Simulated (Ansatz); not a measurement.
## SnSe in Ansatz: the effect of exact exchange share

The system is SnSe.

```
Sn Se
1.0
     0.00000    3.01000    3.01000
     3.01000    0.00000    3.01000
     3.01000    3.01000    0.00000
Sn Se
1 1
Direct
  0.00000 0.00000 0.00000
  0.50000 0.50000 0.50000
```

Measurements of this composition are mostly on another form, of space group No. 62.

Alike in all runs:

* Program: Ansatz 0.2.0
* Task: single point
* Potentials or basis: all-electron PAW datasets made for the crystal
* k mesh: 4 × 4 × 4
* Occupations: fermi-dirac, width 0.05 eV
* Spin: no spin polarisation

Q: One run gave: gap on the mesh 0.57 eV; pressure -0.4 GPa. Which exact exchange share did it use?
A. 0.25
B. 0.1
C. 0.4
D. 0

A: D.

| exact exchange share | functional | cutoff | gap on the mesh (eV) | pressure (GPa) |
| --- | --- | --- | --- | --- |
| 0 | PBE | 240 eV (chosen from the basis error) | 0.57 | -0.4 |
| 0.1 | PBE with a typed share of exact exchange | 270 eV (chosen from the basis error) | 0.72 | -1.0 |
| 0.25 | PBE0 | 270 eV (chosen from the basis error) | 0.92 | -1.8 |
| 0.4 | PBE with a typed share of exact exchange | 270 eV (chosen from the basis error) | 1.09 | -2.5 |

Caveats: all runs use coarse meshes; spin-orbit coupling is left out, which moves the levels of the heavy elements; the program warned that the printed levels may be off, so bands, gaps and densities of states are rough (some runs).

A k mesh can miss the band edges.
